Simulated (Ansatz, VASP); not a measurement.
# F in two plane-wave programs, part 2 of 2

Wanted: the spread between two codes on one cell, functional and k mesh. The cell is taken from a series of runs on this material, whose earlier steps may have relaxed, scaled, displaced or heated it; both programs get it as it stands.

VASP 6.6.1 and Ansatz 0.2.0.

So far: Set-up; VASP: dielectric response, LDA.

### 3. Ansatz: dielectric response, LDA

Level of this step: Ansatz beside VASP: Kohn-Sham DFT, plane waves, LDA (Ansatz).

Ansatz runs on its default PAW (the set named soft_2) files.

The same cell, functional (in two slightly different forms) and mesh now go to Ansatz, which takes its cutoff from its data sets.

Input file input.yaml:

```yaml
crystal:
  lattice:
    - [2.5563224246, -1.5840272486, 0.0]
    - [2.5563224246, 1.5840272486, 0.0]
    - [-0.562110604, 0.0, 6.5977088989]
  atoms:
    - { symbol: F, position: [0.59583288, 0.91533597, 0.5979555] }
    - { symbol: F, position: [0.08466403, 0.40416712, 0.9020445] }
    - { symbol: F, position: [0.40416712, 0.08466403, 0.4020445] }
    - { symbol: F, position: [0.91533597, 0.59583288, 0.0979555] }
kpoints:
  mp_grid: { grid: [8, 8, 4] }
hamiltonian:
  xc: lda
scf:
  occupations: { method: fixed }
dielectric: {}
```

The run is started by

```sh
ansatz run input.yaml --threads 4 --pin off --max-ram 7372MiB --backend cpu --events-out ev --progress --plain --runs-dir out
```

Numbers of over 12 decimals in the logs are rounded to 6 here.

The log of the run:

```text
Engine: ansatz 0.2.0, aarch64-unknown-linux-gnu
Pseudopotentials: kind: paw
Pseudopotential: F, paw, valence charge 7, recommended cutoff 420 eV (normal), F.paw.azcp
Functional definition: SPW92
  exchange = slater_x
  correlation = pw_c
Crystal: 4 atoms, lattice volume = 53.432 Å³
Basis set: ecut = 420 eV, 1023 PW (Γ), exchange–correlation on 48×48×96 points (8 copies of the dense FFT grid, shifted against one another)
Bands: 18, of which v1, the nominal top of the filled ones, is band 14 counted from 1 (13 counted from 0)
Symmetry: 4 space group operations
k-points: 132 of 256 (irreducible under 1 space group operation, time reversal used)
Non-local potential: F, projectors of the file, l = 0: 2, l = 1: 2, l = 2: 1
PAW form: soft (Blöchl's): semilocal exchange-correlation on the pseudo side does not see the compensation charge
PAW frozen core: F, regenerated for the run's functional, and the local potential with it (the file was generated under x = pbe(κ = 0.804, μ = 0.219515), c = pbe(β = 0.066725))
PAW one-centre angular grid: F, 110 points (default); XC on 64 Gauss nodes
Initial density: superposition of atomic densities (neutral atoms: chi_scale 0, normalization atom), corrected by the library's trained network
Initial wavefunctions: pseudopotential atomic-orbital guess
Functional: x = slater, c = lda
SCF iter   1: F=—  HF=-3163.213862 eV  |F-HF|=—  |Δ(HF+E_count)|=         —  Δρ=1.68e-2  dr2=8.72e-2  ethr=1.77e-3  ⟨swp⟩=4.6  Hψ=9665  notcnv=0  defer=264
preconditioner: auto → none  [insulator: Δε(μ)=2.436 eV  Ē_g=16.304 eV  n_scr=8 (ndim 8)  ℏωp=26.9 eV  f_vac=0.206  ε∞_Penn≈3.7]
SCF iter   2: F=—  HF=-3163.182812 eV  |F-HF|=—  |Δ(HF+E_count)|=   3.11e-2  Δρ=4.17e-3  dr2=2.21e-3  ethr=3.11e-4  ⟨swp⟩=2.1  Hψ=5002  notcnv=0  defer=264
SCF iter   3: F=—  HF=-3163.181930 eV  |F-HF|=—  |Δ(HF+E_count)|=   8.81e-4  Δρ=1.66e-3  dr2=4.18e-4  ethr=7.90e-6  ⟨swp⟩=2.7  Hψ=4316  notcnv=0  defer=264
SCF iter   4: F=—  HF=-3163.181798 eV  |F-HF|=—  |Δ(HF+E_count)|=   1.32e-4  Δρ=5.53e-4  dr2=5.17e-5  ethr=1.49e-6  ⟨swp⟩=1.0  Hψ=2376  notcnv=0  defer=13
SCF iter   5: F=—  HF=-3163.181779 eV  |F-HF|=—  |Δ(HF+E_count)|=   1.98e-5  Δρ=8.29e-5  dr2=1.14e-6  ethr=1.85e-7  ⟨swp⟩=2.0  Hψ=3941  notcnv=0
SCF iter   6: F=—  HF=-3163.181780 eV  |F-HF|=—  |Δ(HF+E_count)|=   1.52e-6  Δρ=5.86e-6  dr2=6.97e-9  ethr=4.07e-9  ⟨swp⟩=2.0  Hψ=4044  notcnv=0
SCF iter   7: F=-3163.181780 eV  HF=-3163.181780 eV  |F-HF|=5.00e-12  |Δ(HF+E_count)|=   1.37e-9  Δρ=3.87e-7  dr2=2.33e-11  ethr=1.00e-12  ⟨swp⟩=1.4  Hψ=7985  notcnv=0
SCF 1 converged in 7 iterations: F = -3163.181780 eV  dr2 = 2.33e-11
  greatest PAW one-centre occupation: 0.936 electrons in one spin orbital (limit 2), on the F atom at site 3 (counted from 0), in its partial waves of l = 0
NSCF: frozen V_eff on 3 k-points
DFPT response loops at Γ: preconditioner auto → none (the input reference at scf.mixing.eps_inf says where Resta's filter doesn't serve); β = 0.50; Broyden in place of MSR1
── the response to a field inside a basis, on 8×8×4 k-points: an SCF that follows is theirs, and a resumed run solves both again ──
Bands: 15, of which v1, the nominal top of the filled ones, is band 14 counted from 1 (13 counted from 0)
k-points: 72 of 256
Initial density: handed on by an earlier stage of this run
Initial wavefunctions: pseudopotential atomic-orbital guess (no wavefunctions were taken with the density)
Eigensolver: Dense (72 Hₖ)
SCF iter   1: F=—  HF=-3163.201362 eV  |F-HF|=—  |Δ(HF+E_count)|=         —  Δρ=1.49e-3  dr2=1.81e-4  ethr=1.00e-1
preconditioner: auto → none  [insulator: Δε(μ)=2.553 eV  Ē_g=11.182 eV  n_scr=8 (ndim 8)  ℏωp=26.9 eV  f_vac=0.181  ε∞_Penn≈6.8]
SCF iter   2: F=—  HF=-3163.201294 eV  |F-HF|=—  |Δ(HF+E_count)|=   6.72e-5  Δρ=5.97e-4  dr2=3.27e-5  ethr=6.47e-7
SCF iter   3: F=—  HF=-3163.201291 eV  |F-HF|=—  |Δ(HF+E_count)|=   3.69e-6  Δρ=1.86e-4  dr2=2.66e-6  ethr=1.17e-7
SCF iter   4: F=-3163.201290 eV  HF=-3163.201290 eV  |F-HF|=5.90e-9  |Δ(HF+E_count)|=   5.94e-7  Δρ=1.14e-5  dr2=1.53e-8  ethr=9.49e-9
SCF 1 converged in 4 iterations: F = -3163.201290 eV  dr2 = 1.53e-8
DFPT response loops at Γ: mixed as the last ones told, above
SCF converged after 7 iterations
Free energy (F): -3163.181780 eV
Harris-Foulkes:  -3163.181780 eV  (|F-HF|=5.00e-12)
Internal energy: -3163.181780 eV  (E = F + TS)
E sigma→0 (E₀):  -3163.181780 eV
Fermi energy:    -2.670293 eV
--- Per-component energies (eV) ---
  E_band       = -305.253325
  E_kinetic    = 802.104059
  E_local      = -2609.084971  (includes V_loc(G=0)·N_el)
  E_nonlocal   = 302.098989
  E_hartree    = 926.955176
  E_xc         = -304.446890
  E_vxc        = -393.932201  (∫ρ·V_xc dr)
  E_paw        = -743.674962  (= ΣΔE_a)
  E_vpaw       = -260.357869  (= ΣTr[D̂ρ^β])
  E_aug_tail   = 0.008155  (compensation charges beyond the density's cutoff)
  E_ewald      = -1537.594343
  E_core_change = 0.453007  (= ΣΔE_core)
  E_smearing   = -0.000000  (= −TS)
  E_closure    = -0.000000  (closes the sum)
  Σ components = -3163.181780   (vs F -3163.181780, Δ=0.00e0)
--- Band table (eV; the first three rows and the last of 132) ---
  k-point 0: bands = [... 10 lower, -3.1841, -2.8566, -2.7280, -2.6703, -0.1785, 0.9527, 6.7278, 9.1293]
  k-point 1: bands = [... 10 lower, -3.1571, -2.9185, -2.7198, -2.6787, -0.0159, 0.7780, 6.9785, 8.4819]
  k-point 2: bands = [... 10 lower, -3.0545, -3.0545, -2.6996, -2.6996, 0.3751, 0.3751, 7.6258, 7.6258]
  k-point 131: bands = [... 10 lower, -3.3093, -3.3093, -3.1353, -3.1353, 0.4989, 0.4989, 12.0156, 12.0156]
--- Dielectric response (ions clamped): 3 representative field directions + reference, inside a basis on a mesh of 256 k-points (Σ response iterations 18) ---
  ε∞ (high-frequency dielectric tensor):
        1.634499     0.000000    -0.078342
        0.000000     1.924163    -0.000000
       -0.078342    -0.000000     2.887120
  Born effective charges Z* (e; rows j = field, columns β = displacement):
    site 0:
         0.00000    0.01442   -0.00000
         0.01376    0.00000   -0.09237
        -0.00000   -0.13837    0.00000
    site 1:
        -0.00000   -0.01442    0.00000
        -0.01376    0.00000    0.09237
         0.00000    0.13837   -0.00000
    site 2:
         0.00000    0.01442   -0.00000
         0.01376    0.00000   -0.09237
        -0.00000   -0.13837    0.00000
    site 3:
        -0.00000   -0.01442    0.00000
        -0.01376    0.00000    0.09237
         0.00000    0.13837   -0.00000
  Z* charge neutrality: 2.835e-3 e pre-enforcement
  solved inside a basis spanned on kpoints, on 8×8×4 k-points, its susceptibility summed on 12×12×4: ε∞ is read to err by 7.5e-3, Z* by 8.8e-3 e (field_mesh: kpoints solves on kpoints); Z* is corrected for what the basis lacks
```

The column dr2 measures how far the density is from self-consistency, as an energy; F and HF (Harris–Foulkes) agree once it is small.

### 4. Side by side

Known differences besides the potentials themselves: the two LDA forms differ slightly; fixed occupations in Ansatz, narrow Gaussian smearing in VASP; VASP's response is taken on the typed mesh, Ansatz refines its own for the field response alone; the cutoff is 420 eV in Ansatz and 520 eV in VASP; VASP's log shows a relativistic correction to its local exchange, Ansatz's none. Total energies have different zeros and are not compared.

The two programs side by side:

| quantity | Ansatz | VASP | difference |
| --- | --- | --- | --- |
| ε∞ xx | 1.63 | 1.63 | +0.22 % |
| ε∞ yy | 1.92 | 1.94 | -0.58 % |
| ε∞ zz | 2.89 | 2.95 | -2.12 % |

### 5. Summary of results

- difference in ε∞ zz (dielectric response, LDA): -2.1 %

What this shows: The difference in ε∞ zz is -2.1 % (dielectric response, LDA), within the 5 % picked in this series as the mark of a large difference. How closely two codes agree says nothing of how well the functional describes the real material.

[Lines on the potential files, build, host, timing and source positions are cut from VASP's logs without a mark.]

[Logs are printed without paths, hosts, clocks, repeated set-up lines and the standing remarks that a program may print on its own settings, such as how far it seeks lower states.]

[Hosts, paths, dates, database ids (printed as entryN), source tags and the programs' standing remarks are cut or masked in the printed files.]
